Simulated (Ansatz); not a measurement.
# Moving the share of exact exchange in CdS

It takes space group F-43m (No. 216, cubic). Conventional cell: a = 5.833 Å, b = 5.833 Å, c = 5.833 Å, α = 90.00°, β = 90.00°, γ = 90.00°. Around Cd (site symmetry -43m) lie 4 S at 2.53 Å. S (site symmetry -43m) is surrounded by 4 Cd at 2.53 Å.

Kept alike: task single point; functional HSE06 form with a typed share of exact exchange; k mesh 4 × 4 × 4; occupations fermi-dirac, width 0.05 eV; no spin polarisation. Program: Ansatz, Ansatz PAW, cutoff 420 eV. Screening held at 0.2 Å⁻¹. The mesh is that of the run's cell of 2 atoms. No spin-orbit coupling.

| share of exact exchange, α | band gap (eV) | pressure (GPa) |
| --- | --- | --- |
| 0.05 | 1.338 | 2.75 |
| 0.1 | 1.546 | 2.51 |
| 0.15 | 1.759 | 2.27 |
| 0.2 | 1.976 | 2.06 |
| 0.25 | 2.196 | 1.84 |
| 0.3 | 2.420 | 1.63 |
| 0.4 | 2.878 | 1.26 |
| 0.5 | 3.348 | 0.91 |

The k mesh is coarse, so the values aren't converged. Pressure is positive in compression, with a Pulay correction for the finite cutoff. The exact exchange is short-ranged, of HSE form. A gap read on the mesh alone can miss an edge between its points. All rows use potentials made for PBE. The mesh is thin for exact exchange.

The band gap rises from 1.338 to 3.348 eV between 0.05 and 0.5. Exact exchange pulls filled levels down against empty ones, so the gap grows nearly in line with its share. The mean slope is +4.47 eV per unit of share. The pressure falls from 2.75 to 0.91 GPa between 0.05 and 0.5. Exact exchange shortens the bonds here, so the pressure at fixed cell falls.
